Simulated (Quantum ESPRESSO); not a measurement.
Mn3Si:

```
Mn Si
1.0
     0.00000    2.86100    2.86100
     2.86100    0.00000    2.86100
     2.86100    2.86100    0.00000
Mn Si
3 1
Direct
  0.75000 0.75000 0.75000
  0.25000 0.25000 0.25000
  0.50000 0.50000 0.50000
  0.00000 0.00000 0.00000
```

Base run:

* Program: Quantum ESPRESSO 7.5
* Functional: PBEsol
* Potentials or basis: GBRV 1.5 PBEsol
* Cutoff: 612 eV
* Density cutoff: 4898 eV
* k mesh: 7 × 7 × 7
* Occupations: fermi-dirac, width 0.05 eV
* Spin: collinear spin, ferromagnetic start
* Starting moments: [4.0, 4.0, 4.0, 0.0] μB
* Hubbard terms: Mn d U = 5 eV

Its results: band gap on the k mesh none (metal or under the smearing width); pressure 41.7 GPa; net moment 11.02 μB per cell; site moments Mn +3.49, +3.90; Si -0.21 μB.

**Question.** The run is repeated on the same cell with these changes: hubbard terms from Mn d U = 5 eV to Mn d U = 6 eV. What comes out?

**Answer.** Band gap on the k mesh none (metal or under the smearing width); pressure 49.8 GPa; net moment 11.50 μB per cell; site moments Mn +3.63, +4.04; Si -0.19 μB.

Caveats: a pressure of tens of GPa on the cell as given is suspect, and the run, the potentials or the cell itself is likely at fault; the U is typed as a test and isn't derived for this compound.

Not every run made on this cell is shown here.
